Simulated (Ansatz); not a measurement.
Geometry optimisation in Ansatz: input, command and trajectory.

```yaml
crystal:
  lattice:
    - [5.4042365807, 0.0, 0.0]
    - [-2.7021182904, 4.680206167, 0.0]
    - [0.0, 0.0, 4.3456335399]
  atoms:
    - { symbol: Ti, position: [0.3429498052, 0.1714749026, 0.75] }
    - { symbol: Ti, position: [0.8285250974, 0.1714749026, 0.75] }
    - { symbol: Ti, position: [0.8285250974, 0.6570501948, 0.75] }
    - { symbol: Ti, position: [0.6570501948, 0.8285250974, 0.25] }
    - { symbol: Ti, position: [0.1714749026, 0.8285250974, 0.25] }
    - { symbol: Ti, position: [0.1714749026, 0.3429498052, 0.25] }
    - { symbol: Si, position: [0.3333333333, 0.6666666667, 0.75] }
    - { symbol: Si, position: [0.6666666667, 0.3333333333, 0.25] }
basis:
  ecutwfc: 420
kpoints:
  mp_grid: { grid: [6, 6, 8] }
hamiltonian:
  xc: pbesol
scf:
  occupations: { method: gaussian, width: 0.1 }
output:
  forces: true
  stress: true
  eigenvalues: true
relax:
  adjacent_minimum: "off"
  f_tol: 0.01
  max_steps: 30
  cell: { stress_tol: 0.1, fix: [volume] }
```

```bash
ansatz run input.yaml --threads 2 --pin off --max-ram 5120MiB --backend cpu --events-out ev --progress --plain --runs-dir out
```

Level of theory: DFT PBEsol, scalar-relativistic, plane waves, PAW (Ansatz).

The volume is held at 0.91 times that of the relaxed cell.

Of 3 frames 3 are shown, positions in Å and forces in eV/Å; the SCF threshold varies from step to step. Steps run on the plane waves of an earlier cell, with a Pulay correction in the pressure. The basis is chosen afresh for the last frame, the zero of the energies, and at times for earlier ones too; energy and pressure step there, also at an unchanged geometry.

```xyz
8
Lattice="5.4042 0.0000 0.0000 -2.7021 4.6802 0.0000 0.0000 0.0000 4.3456" Properties=species:S:1:pos:R:3:forces:R:3 pbc="T T T" step=1 free_energy_over_end_meV_per_atom=0.05 pressure_GPa=16.07
Ti    1.3900    0.8025    3.2592   -0.0002   -0.0001    0.0000
Ti    4.0142    0.8025    3.2592    0.0002   -0.0001    0.0000
Ti    2.7021    3.0751    3.2592    0.0000    0.0002    0.0000
Ti    1.3121    3.8777    1.0864    0.0002    0.0001    0.0000
Ti   -1.3121    3.8777    1.0864   -0.0002    0.0001    0.0000
Ti    0.0000    1.6051    1.0864    0.0000   -0.0002    0.0000
Si    0.0000    3.1201    3.2592    0.0000    0.0000    0.0000
Si    2.7021    1.5601    1.0864    0.0000    0.0000    0.0000
8
Lattice="5.4000 0.0000 0.0000 -2.7000 4.6766 0.0000 0.0000 0.0000 4.3524" Properties=species:S:1:pos:R:3:forces:R:3 pbc="T T T" step=2 free_energy_over_end_meV_per_atom=0.00 pressure_GPa=16.04
Ti    1.3887    0.8018    3.2643    0.0005    0.0003    0.0000
Ti    4.0113    0.8018    3.2643   -0.0005    0.0003    0.0000
Ti    2.7000    3.0730    3.2643    0.0000   -0.0006    0.0000
Ti    1.3113    3.8748    1.0881   -0.0005   -0.0003    0.0000
Ti   -1.3113    3.8748    1.0881    0.0005   -0.0003    0.0000
Ti    0.0000    1.6036    1.0881    0.0000    0.0006    0.0000
Si    0.0000    3.1177    3.2643    0.0000    0.0000    0.0000
Si    2.7000    1.5589    1.0881    0.0000    0.0000    0.0000
8
Lattice="5.4000 0.0000 0.0000 -2.7000 4.6766 0.0000 0.0000 0.0000 4.3524" Properties=species:S:1:pos:R:3:forces:R:3 pbc="T T T" step=3 free_energy_over_end_meV_per_atom=0.00 pressure_GPa=16.04
Ti    1.3887    0.8018    3.2643    0.0005    0.0003    0.0000
Ti    4.0113    0.8018    3.2643   -0.0005    0.0003    0.0000
Ti    2.7000    3.0730    3.2643    0.0000   -0.0006    0.0000
Ti    1.3113    3.8748    1.0881   -0.0005   -0.0003    0.0000
Ti   -1.3113    3.8748    1.0881    0.0005   -0.0003    0.0000
Ti    0.0000    1.6036    1.0881    0.0000    0.0006    0.0000
Si    0.0000    3.1177    3.2643    0.0000    0.0000    0.0000
Si    2.7000    1.5589    1.0881    0.0000    0.0000    0.0000
```

The run took 16 s on 2 threads of Arm Neoverse V2, on a shared host, peak memory 0.49 GiB.